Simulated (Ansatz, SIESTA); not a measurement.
This is a calculation of Ge for SIESTA 5.4.2. Atoms were shifted at random by some hundredths of an Å from the given cell, which wasn't relaxed again for these runs. This isn't the form of Ge at room conditions, which is diamond.

Contents of Ge.fdf:

```
SystemName                      Ge
SystemLabel                     Ge
NumberOfSpecies                 1
NumberOfAtoms                   4
%block ChemicalSpeciesLabel
  1  32 Ge
%endblock ChemicalSpeciesLabel

LatticeConstant                 1.0 Ang
%block LatticeVectors
     4.0504045371     0.0000000000     0.0000000000
    -2.0252022685     3.5077532247     0.0000000000
     0.0000000000     0.0000000000    10.9933590000
%endblock LatticeVectors
AtomicCoordinatesFormat         Fractional
%block AtomicCoordinatesAndAtomicSpecies
     0.6643410000     0.3385980000     0.4121060000  1  Ge
     0.3338980000     0.6642800000     0.9108540000  1  Ge
     0.0066840000     0.0065830000     0.4808650000  1  Ge
    -0.0066050000    -0.0188030000     0.9795510000  1  Ge
%endblock AtomicCoordinatesAndAtomicSpecies

%block kgrid.MonkhorstPack
    8   0   0  0.0
    0   8   0  0.0
    0   0   3  0.0
%endblock kgrid.MonkhorstPack
XC.Functional                   GGA
XC.Authors                      PBEsol
PAO.BasisSize                   DZP
PAO.EnergyShift                 0.003 Ry
Mesh.Cutoff                     800 Ry
OccupationFunction              FD
ElectronicTemperature           0.05 eV
MaxSCFIterations                120
SCF.MustConverge                false
SCF.Mixer.Method                Pulay
SCF.Mixer.Weight                0.25
SCF.Mixer.History               8
SCF.DM.Tolerance                5.0e-05
SCF.H.Tolerance                 1.0e-03 eV
WriteForces                     true
Charge.Mulliken                 end
%block PAO.Basis
  Ge 4
  n=4 0 2
    5.960 0.000
  n=4 1 2
    8.130 0.000
  n=3 2 2
    3.189 0.000
  n=4 2 1
    8.130
%endblock PAO.Basis
```

Potentials or basis: PseudoDojo 0.4 standard (PBEsol files), converted to PSML, two zetas on semicore shells, DZP (energy shift 0.003 Ry; two zetas on semicore shells).

Command:

```bash
$ siesta < Ge.fdf > Ge.out 2>&1
```

**Question.** What does the same run look like in Ansatz 0.2.0? Potentials or basis there: Ansatz PAW, cutoff 420 eV.

**Answer.** As run (cutoffs and basis follow the program's own potentials, and thresholds, step limits or extra output files can differ):

File input.yaml:

```yaml
crystal:
  lattice:
    - [4.0504045371, 0.0, 0.0]
    - [-2.0252022685, 3.5077532247, 0.0]
    - [0.0, 0.0, 10.993359]
  atoms:
    - { symbol: Ge, position: [0.664341, 0.338598, 0.412106] }
    - { symbol: Ge, position: [0.333898, 0.66428, 0.910854] }
    - { symbol: Ge, position: [0.006684, 0.006583, 0.480865] }
    - { symbol: Ge, position: [-0.006605, -0.018803, 0.979551] }
hamiltonian:
  xc: pbesol
  pseudopotentials: { kind: paw }
kpoints:
  mp_grid: { grid: [8, 8, 3] }
scf:
  occupations: { method: fermi_dirac, width: 0.05 }
output:
  forces: true
  stress: true
  eigenvalues: true
```

Potentials or basis: Ansatz PAW.

Run with:

```bash
$ ansatz run input.yaml --threads 1 --pin off --max-ram 3584MiB --backend cpu --events-out ev --progress --plain --runs-dir out
```

Both were run:

|  | SIESTA | Ansatz |
| --- | --- | --- |
| Pressure | -1.5 GPa | -1.9 GPa |
| Energy over the undisturbed cell | 10.3 meV/atom | 15.8 meV/atom |

Ansatz's pressure holds a Pulay term of +0.01 GPa for its cutoff of 420 eV, which the other run lacks.

Ansatz's potentials were made for PBE.

Where Ansatz's input types no cutoff or centring, it takes its own default and a Γ-centred mesh.

The two runs disagree by more than potentials and bases usually give (in gap, levels, pressure or energy); the cause wasn't traced.

Pressure is positive in compression.
